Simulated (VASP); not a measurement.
Wanted: the native input for a VASP 6.6.1 run.

```
Task                   : work function
Functional             : PBEsol
Potentials or basis    : VASP PAW PBE potentials, release 64 (Cd, O)
Cutoff                 : 520 eV
k mesh                 : 10 × 10 × 1
Occupations            : methfessel-paxton, width 0.1 eV
Spin                   : no spin polarisation
Vacuum (Å)             : 5
Dipole correction      : yes
Further INCAR settings : ALGO = Normal; EDIFF = 1e-06
```

The structure of CdO lies in POSCAR:

```
CdO
1.0
    3.3226947650      0.0000000000      0.0000000000
    0.0000000000      3.3226947650      0.0000000000
    0.0000000000      0.0000000000     16.7475000026
Cd O
6 6
Direct
    0.5000000000      0.5000000000      0.1492760113
    1.0000000000      0.0000000000      0.2895656068
    0.5000000000      0.5000000000      0.4298552023
    1.0000000000      0.0000000000      0.5701447977
    0.5000000000      0.5000000000      0.7104343932
    1.0000000000      0.0000000000      0.8507239887
    1.0000000000      1.0000000000      0.1492760113
    0.5000000000      0.5000000000      0.2895656068
    1.0000000000      1.0000000000      0.4298552023
    0.5000000000      0.5000000000      0.5701447977
    1.0000000000      0.0000000000      0.7104343932
    0.5000000000      0.5000000000      0.8507239887
```

These files were run (other wordings do the same):

INCAR

```
SYSTEM = CdO
PREC = Accurate ; ENCUT = 520
EDIFF = 1E-6 ; ISMEAR = 1
SIGMA = 0.1 ; LREAL = .False.
LASPH = .True. ; NELM = 60
ALGO = Normal ; ISIF = 2
LWAVE = .False. ; LCHARG = .True.
LDIPOL = .True. ; IDIPOL = 3
DIPOL = 0.5 0.5 0.500 ; GGA = PS
LVHAR = .True. ; LVACPOTAV = .True.
KPAR = 8
```

KPOINTS

```
Automatic mesh
0
Gamma
  10 10 1
  0 0 0
```

Potentials or basis: VASP PAW PBE potentials, release 64 (Cd, O).

Run with:

```bash
$ cat potpaw_PBE.64/Cd/POTCAR potpaw_PBE.64/O/POTCAR > POTCAR
$ mpirun -np 8 vasp_std > vasp.out
```

Results of the run:

- Largest force: 0.095 eV/Å
- Band gap on the k mesh: none (metal or under the smearing width)

Caveat: the PAW data sets were made with another functional, which shifts forces and pressure a little.

Run time: 2.2 min on 8 MPI ranks on Intel(R) Xeon(R) Platinum 8375C CPU @ 2.90GHz (Ice Lake) (shared host), peak memory 0.43 GiB a rank.
